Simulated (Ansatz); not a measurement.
# Nb (Fm-3m) in Ansatz: further runs

One crystal, Nb, is run at these levels: PBEsol; tasks: single point, equation of state.

All numbers are computed with Ansatz 0.2.0; they aren't measurements. Logs are shortened: lines on timing, memory, paths and dates and some standing lists are left out, and cuts for length are marked.

### 1 The crystal as given

Symmetry: Fm-3m, No. 225, cubic system. Conventional cell: a = 4.230 Å, b = 4.230 Å, c = 4.230 Å, α = 90.00°, β = 90.00°, γ = 90.00°. Nb (site symmetry m-3m) has 12 Nb at 2.99 Å as nearest neighbours.

This isn't the form of Nb at room conditions, which is bcc.

### 2 Single point, PBEsol, 17.79 Å³/atom (volume scaled by 0.94)

Input file input.yaml:

```yaml
crystal:
  lattice:
    - [0.0, 2.0718246199, 2.0718246199]
    - [2.0718246199, 0.0, 2.0718246199]
    - [2.0718246199, 2.0718246199, 0.0]
  atoms:
    - { symbol: Nb, position: [0.0, 0.0, 0.0] }
hamiltonian:
  xc: pbesol
  pseudopotentials: { kind: paw }
kpoints:
  mp_grid: { grid: [11, 11, 11] }
scf:
  occupations: { method: fermi_dirac, width: 0.05 }
output:
  forces: true
  stress: true
  eigenvalues: true
```

Potentials or basis: Ansatz PAW.

On the command line:

```
$ ansatz run input.yaml --threads 2 --pin off --max-ram 5632MiB --backend cpu --events-out ev --progress --plain --runs-dir out
```

The program printed:

```text
Warning: RAYON_NUM_THREADS=2 ignored (pool sized by the plan → 2); use --threads N
Engine: ansatz 0.2.0, x86_64-unknown-linux-gnu
Pseudopotentials: kind: paw
Pseudopotential: Nb, paw, valence charge 13, recommended cutoff 420 eV (normal), Nb.paw.azcp
Functional definition: PBEsol
  exchange = pbesol_x
  correlation = pbesol_c
Crystal: 1 atoms, lattice volume = 17.786 Å³
Basis set: ecut = 420 eV, 331 PW (Γ), exchange–correlation on 40×40×40 points (8 copies of the dense FFT grid, shifted against one another)
Bands: 11, of which v1, the nominal top of the filled ones, is band 7 counted from 1 (6 counted from 0)
Symmetry: 48 space group operations
Space group: Fm-3m (ITA 225), of the structure as read, at distance tolerance 2.6e-5 Å
k-points: 56 of 1331
Non-local potential: Nb, projectors of the file, l = 0: 3, l = 1: 2, l = 2: 2, l = 3: 1
PAW form: soft (Blöchl's): semilocal exchange-correlation on the pseudo side does not see the compensation charge
PAW frozen core: Nb, regenerated for the run's functional, and the local potential with it (the file was generated under x = pbe(κ = 0.804, μ = 0.2195149727645171), c = pbe(β = 0.06672455060314922))
PAW one-centre angular grid: Nb, 590 points (default); XC on 64 Gauss nodes
Initial density: superposition of atomic densities (neutral atoms: chi_scale 0, normalization atom), corrected by the library's trained network
Initial wavefunctions: pseudopotential atomic-orbital guess
Functional: x = pbesol(κ = 0.804, μ = 0.12345679012345678), c = pbesol(β = 0.046)
SCF iter   1: F=—  HF=-4495.112202 eV  |F-HF|=—  |Δ(HF+E_count)|=         —  Δρ=4.61e-3  dr2=1.48e-3  ethr=1.77e-3  ⟨swp⟩=5.0  Hψ=3609  notcnv=0
preconditioner: auto → none  [metal: Δε(μ)=0.065 eV  Ē_g=7.530 eV  σ=0.050 eV  W_gap=0.30  n_scr=0 (ndim 8)  ℏωp=19.7 eV  f_vac=0.000  D(μ)=1.37/eV (n_scr^D=14)]
SCF iter   2: F=—  HF=-4495.112001 eV  |F-HF|=—  |Δ(HF+E_count)|=   2.02e-4  Δρ=2.19e-3  dr2=2.14e-4  ethr=1.14e-5  ⟨swp⟩=2.3  Hψ=1288  notcnv=0
SCF iter   3: F=—  HF=-4495.112012 eV  |F-HF|=—  |Δ(HF+E_count)|=   1.13e-5  Δρ=5.57e-4  dr2=1.58e-5  ethr=1.64e-6  ⟨swp⟩=1.0  Hψ=611  notcnv=0
SCF iter   4: F=—  HF=-4495.112013 eV  |F-HF|=—  |Δ(HF+E_count)|=   1.35e-6  Δρ=4.66e-5  dr2=1.50e-7  ethr=1.22e-7  ⟨swp⟩=2.0  Hψ=867  notcnv=0
iter 5 did not close the SCF: its close was put off for the readings that it lacked (scf_convergence_deferred on its scf_iter line)
SCF iter   5: F=-4495.112013 eV  HF=-4495.112013 eV  |F-HF|=1.44e-9  |Δ(HF+E_count)|=   2.95e-9  Δρ=5.86e-6  dr2=2.43e-9  ethr=1.16e-9  ⟨swp⟩=2.4  Hψ=978  notcnv=0
SCF iter   6: F=-4495.112013 eV  HF=-4495.112013 eV  |F-HF|=4.91e-11  |Δ(HF+E_count)|=  8.06e-10  Δρ=1.13e-6  dr2=8.07e-11  ethr=1.87e-11  ⟨swp⟩=1.3  Hψ=1899  notcnv=0
SCF 1 converged in 6 iterations: F = -4495.112013 eV  dr2 = 8.07e-11
SCF converged after 6 iterations
Free energy (F): -4495.112013 eV
Harris-Foulkes:  -4495.112013 eV  (|F-HF|=4.91e-11)
Internal energy: -4495.100642 eV  (E = F + TS)
E sigma→0 (E₀):  -4495.106327 eV
Entropy (-TS):   -0.011372 eV (-11.372 meV/atom)
Fermi energy:    18.290667 eV
--- Per-component energies (eV) ---
  E_band       = -64.778429
  E_kinetic    = 395.897316
  E_local      = -687.454484  (includes V_loc(G=0)·N_el)
  E_nonlocal   = 121.684399
  E_hartree    = 213.469829
  E_xc         = -174.715481
  E_vxc        = -212.806702  (∫ρ·V_xc dr)
  E_paw        = -3017.840082  (= ΣΔE_a)
  E_vpaw       = -109.038470  (= ΣTr[D̂ρ^β])
  E_aug_tail   = 0.000007  (compensation charges beyond the density's cutoff)
  E_ewald      = -1346.330855
  E_core_change = 0.188709  (= ΣΔE_core)
  E_smearing   = -0.011372  (= −TS)
  E_closure    = 0.000000  (closes the sum)
  Σ components = -4495.112013   (vs F -4495.112013, Δ=0.00e0)
--- Forces (eV/Å), atoms counted from 1 ---
  atom   1  Nb    -0.00000000    -0.00000000     0.00000000
  max |Σ_I F_I| component: 7.81e-32 eV/Å
--- Stress (GPa, compression-positive) ---
        2.988489       0.000000      -0.000000
        0.000000       2.988489      -0.000000
       -0.000000      -0.000000       2.988489
  P = ⅓ Tr σ = 2.9885 GPa (29.885 kbar)
--- Band table (eV; the first three rows and the last of 56) ---
  k-point 0: bands = ["-36.3219", "-11.6367", "-11.6367", "-11.6367", "11.9403", "18.3436", "18.3436", "18.3436", "21.1409", "21.1409", "30.0907"]
  k-point 1: bands = ["-36.3029", "-11.7581", "-11.6515", "-11.6515", "12.2636", "18.0971", "18.4897", "18.4897", "21.0100", "21.0100", "30.7338"]
  k-point 2: bands = ["-36.2516", "-12.0758", "-11.6910", "-11.6910", "13.1021", "17.6390", "18.7464", "18.7464", "20.8984", "20.8984", "31.5710"]
  k-point 55: bands = ["-35.9994", "-12.6101", "-12.5342", "-12.1337", "15.4418", "16.6767", "17.5319", "20.3388", "23.6538", "28.2166", "28.8920"]
```

Wall time 0.39 s (2 threads of Intel Xeon 6975P-C (Granite Rapids), shared host); peak memory 0.3 GiB.

What came out:

- Free energy: -4495.1120 eV
- Pressure: 3.0 GPa
- Band gap on the k mesh: none (metal or under the smearing width)

Caveat: the PAW data sets come from PBE, with cores solved anew for the run's functional, which leaves a small shift of forces and pressure.

### 3 Single point, PBEsol, 18.16 Å³/atom (volume scaled by 0.96)

Changes to input.yaml since step 2:

```diff
@@ -2,5 +2,5 @@
   lattice:
-    - [0.0, 2.0718246199, 2.0718246199]
-    - [2.0718246199, 0.0, 2.0718246199]
-    - [2.0718246199, 2.0718246199, 0.0]
+    - [0.0, 2.0864154149, 2.0864154149]
+    - [2.0864154149, 0.0, 2.0864154149]
+    - [2.0864154149, 2.0864154149, 0.0]
   atoms:
```

Potentials or basis: Ansatz PAW.

On the command line:

```
$ ansatz run input.yaml --threads 2 --pin off --max-ram 5632MiB --backend cpu --events-out ev --progress --plain --runs-dir out
```

Run time: 0.36 s. Hardware: 2 threads of Intel Xeon 6975P-C (Granite Rapids), shared host; peak memory 0.3 GiB.

The run converged. Its results:

```yaml
Free_energy: -4495.1145 eV
Pressure: -0.8 GPa
Band_gap_on_the_k_mesh: none (metal or under the smearing width)
```

Caveat: the PAW data sets come from PBE, with cores solved anew for the run's functional, which leaves a small shift of forces and pressure.

### 4 Single point, PBEsol, 18.54 Å³/atom (volume scaled by 0.98)

Input file input.yaml:

```yaml
crystal:
  lattice:
    - [0.0, 2.1008049414, 2.1008049414]
    - [2.1008049414, 0.0, 2.1008049414]
    - [2.1008049414, 2.1008049414, 0.0]
  atoms:
    - { symbol: Nb, position: [0.0, 0.0, 0.0] }
hamiltonian:
  xc: pbesol
  pseudopotentials: { kind: paw }
kpoints:
  mp_grid: { grid: [11, 11, 11] }
scf:
  occupations: { method: fermi_dirac, width: 0.05 }
output:
  forces: true
  stress: true
  eigenvalues: true
  write_density: true
  write_potential: true
  elf: true
  volumetric_format: npy
```

On the command line:

```
$ ansatz run input.yaml --threads 2 --pin off --max-ram 5632MiB --backend cpu --events-out ev --progress --plain --runs-dir out
```

It took 0.47 s on 2 threads of Intel Xeon 6975P-C (Granite Rapids), shared host; peak memory 0.3 GiB.

The run converged. Its results:

* Free energy: -4495.1084 eV
* Pressure: -4.3 GPa
* Band gap on the k mesh: none (metal or under the smearing width)

Caveat: the PAW data sets come from PBE, with cores solved anew for the run's functional, which leaves a small shift of forces and pressure.

### 5 Single point, PBEsol, 18.92 Å³/atom

Input file input.yaml:

```yaml
crystal:
  lattice:
    - [0.0, 2.115, 2.115]
    - [2.115, 0.0, 2.115]
    - [2.115, 2.115, 0.0]
  atoms:
    - { symbol: Nb, position: [0.0, 0.0, 0.0] }
hamiltonian:
  xc: pbesol
  pseudopotentials: { kind: paw }
kpoints:
  mp_grid: { grid: [11, 11, 11] }
scf:
  occupations: { method: fermi_dirac, width: 0.05 }
output:
  forces: true
  stress: true
  eigenvalues: true
```

On the command line:

```
$ ansatz run input.yaml --threads 2 --pin off --max-ram 5632MiB --backend cpu --events-out ev --progress --plain --runs-dir out
```

Wall time 0.35 s (2 threads of Intel Xeon 6975P-C (Granite Rapids), shared host); peak memory 0.3 GiB.

It converged, with:

```
Free energy            : -4495.0946 eV
Pressure               : -7.4 GPa
Band gap on the k mesh : none (metal or under the smearing width)
```

Caveat: the PAW data sets come from PBE, with cores solved anew for the run's functional, which leaves a small shift of forces and pressure.

### 6 Single point, PBEsol, 19.30 Å³/atom (volume scaled by 1.02)

Changes to input.yaml since step 5:

```diff
@@ -2,5 +2,5 @@
   lattice:
-    - [0.0, 2.115, 2.115]
-    - [2.115, 0.0, 2.115]
-    - [2.115, 2.115, 0.0]
+    - [0.0, 2.1290070307, 2.1290070307]
+    - [2.1290070307, 0.0, 2.1290070307]
+    - [2.1290070307, 2.1290070307, 0.0]
   atoms:
```

Potentials or basis: Ansatz PAW.

On the command line:

```
$ ansatz run input.yaml --threads 2 --pin off --max-ram 5632MiB --backend cpu --events-out ev --progress --plain --runs-dir out
```

Run time: 0.36 s. Hardware: 2 threads of Intel Xeon 6975P-C (Granite Rapids), shared host; peak memory 0.3 GiB.

The run converged. Its results:

```
Free energy            : -4495.0738 eV
Pressure               : -10.2 GPa
Band gap on the k mesh : none (metal or under the smearing width)
```

Caveat: the PAW data sets come from PBE, with cores solved anew for the run's functional, which leaves a small shift of forces and pressure.

### 7 Single point, PBEsol, 19.68 Å³/atom (volume scaled by 1.04)

Changes to input.yaml since step 6:

```diff
@@ -2,5 +2,5 @@
   lattice:
-    - [0.0, 2.1290070307, 2.1290070307]
-    - [2.1290070307, 0.0, 2.1290070307]
-    - [2.1290070307, 2.1290070307, 0.0]
+    - [0.0, 2.1428321391, 2.1428321391]
+    - [2.1428321391, 0.0, 2.1428321391]
+    - [2.1428321391, 2.1428321391, 0.0]
   atoms:
```

On the command line:

```
$ ansatz run input.yaml --threads 2 --pin off --max-ram 5632MiB --backend cpu --events-out ev --progress --plain --runs-dir out
```

It took 0.41 s on 2 threads of Intel Xeon 6975P-C (Granite Rapids), shared host; peak memory 0.3 GiB.

The run converged. Its results:

```
Free energy            : -4495.0468 eV
Pressure               : -12.7 GPa
Band gap on the k mesh : none (metal or under the smearing width)
```

Caveat: the PAW data sets come from PBE, with cores solved anew for the run's functional, which leaves a small shift of forces and pressure.

### 8 Single point, PBEsol, 20.06 Å³/atom (volume scaled by 1.06)

Changes to input.yaml since step 7:

```diff
@@ -2,5 +2,5 @@
   lattice:
-    - [0.0, 2.1428321391, 2.1428321391]
-    - [2.1428321391, 0.0, 2.1428321391]
-    - [2.1428321391, 2.1428321391, 0.0]
+    - [0.0, 2.1564811194, 2.1564811194]
+    - [2.1564811194, 0.0, 2.1564811194]
+    - [2.1564811194, 2.1564811194, 0.0]
   atoms:
```

On the command line:

```
$ ansatz run input.yaml --threads 2 --pin off --max-ram 5632MiB --backend cpu --events-out ev --progress --plain --runs-dir out
```

Run time: 0.4 s. Hardware: 2 threads of Intel Xeon 6975P-C (Granite Rapids), shared host; peak memory 0.3 GiB.

The run converged. Its results:

| Quantity | Value |
| --- | --- |
| Free energy | -4495.0141 eV |
| Pressure | -15.0 GPa |
| Band gap on the k mesh | none (metal or under the smearing width) |

Caveat: the PAW data sets come from PBE, with cores solved anew for the run's functional, which leaves a small shift of forces and pressure.

### 9 Equation of state, PBEsol

Potentials or basis: Ansatz PAW.

This step only gathers the single runs of the series.

Results:

```
Equilibrium volume                      : 18.08 Å³/atom
Bulk modulus                            : 178 GPa
Pressure derivative of the bulk modulus : 4.0
```

Energy against volume, from the lowest point:
```
volume (Å³/atom)  energy (meV/atom)
          17.786               2.49
          18.165               0.00
          18.543               6.07
          18.922              19.89
          19.300              40.68
          19.679              67.74
          20.057             100.45
```
